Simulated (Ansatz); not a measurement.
# TeMo3: a trial structure relaxed

Aim: relax TeMo3 from this start, A15 type (Pm-3n, No. 223), and see where it ends.

Computed with Ansatz 0.2.0 (DFT PBE, scalar-relativistic, plane waves, PAW, unless a step's input says otherwise).

### 1 Starting point

The structure is cubic, space group Pm-3n (No. 223). Conventional cell: a = 5.426 Å, b = 5.426 Å, c = 5.426 Å, α = 90.00°, β = 90.00°, γ = 90.00°. Around Te (site symmetry m-3) lie 12 Mo at 3.03 Å. Mo (site symmetry -4m2) is surrounded by 2 Mo at 2.71 Å and 4 Te at 3.03 Å.

Coordinates:

```
Te Mo
1.0
     5.42609    0.00000    0.00000
     0.00000    5.42609    0.00000
     0.00000    0.00000    5.42609
Te Mo
2 6
Direct
  0.00000 0.00000 0.00000
  0.50000 0.50000 0.50000
  0.00000 0.50000 0.25000
  0.00000 0.50000 0.75000
  0.25000 0.00000 0.50000
  0.75000 0.00000 0.50000
  0.50000 0.75000 0.00000
  0.50000 0.25000 0.00000
```

(A quick probe on a coarse mesh, which set the mesh and smearing, is not shown.)

### 3 A loose first relaxation

input.yaml

```yaml
crystal:
  lattice:
    - [5.4260923818, 0.0, 0.0]
    - [0.0, 5.4260923818, 0.0]
    - [0.0, 0.0, 5.4260923818]
  atoms:
    - { symbol: Te, position: [0.0, 0.0, 0.0] }
    - { symbol: Te, position: [0.5, 0.5, 0.5] }
    - { symbol: Mo, position: [0.0, 0.5, 0.25] }
    - { symbol: Mo, position: [0.0, 0.5, 0.75] }
    - { symbol: Mo, position: [0.25, 0.0, 0.5] }
    - { symbol: Mo, position: [0.75, 0.0, 0.5] }
    - { symbol: Mo, position: [0.5, 0.75, 0.0] }
    - { symbol: Mo, position: [0.5, 0.25, 0.0] }
basis:
  ecutwfc: 420
kpoints:
  mp_grid: { grid: [4, 4, 4] }
hamiltonian:
  xc: pbe
scf:
  occupations: { method: gaussian, width: 0.1 }
  lower_state_search: "off"
output:
  forces: true
  stress: true
  eigenvalues: true
relax:
  adjacent_minimum: "off"
  f_tol: 0.04
  max_steps: 70
  cell: { stress_tol: 0.4 }
```

The run is started by

```sh
$ ansatz run input.yaml --threads 1 --pin off --max-ram 2560MiB --backend cpu --events-out ev --progress --plain --runs-dir out
```

The session goes on with these runs: full relaxation.

Q: Predict the outcome of this session.

As calculated:

Formation energies count from the elements, computed with the same settings in runs not shown here.

```
                          quantity                                                                      value
                              cell  a = 5.126 Å, b = 5.126 Å, c = 5.126 Å, α = 90.00°, β = 90.00°, γ = 90.00°
                       space group                                                            Pm-3n (No. 223)
                            volume                                                              16.84 Å³/atom
                   gap on the mesh                                                               none (metal)
formation energy from the elements                                                             +0.370 eV/atom
```

**Reading.** The space group stayed Pm-3n, and from the first guess the volume went from 19.97 to 16.84 Å³/atom. The formation energy of +0.37 eV/atom is positive, so the elements lie lower than this structure; another structure of the compound can lie lower. Spin-orbit coupling is left out for Te.
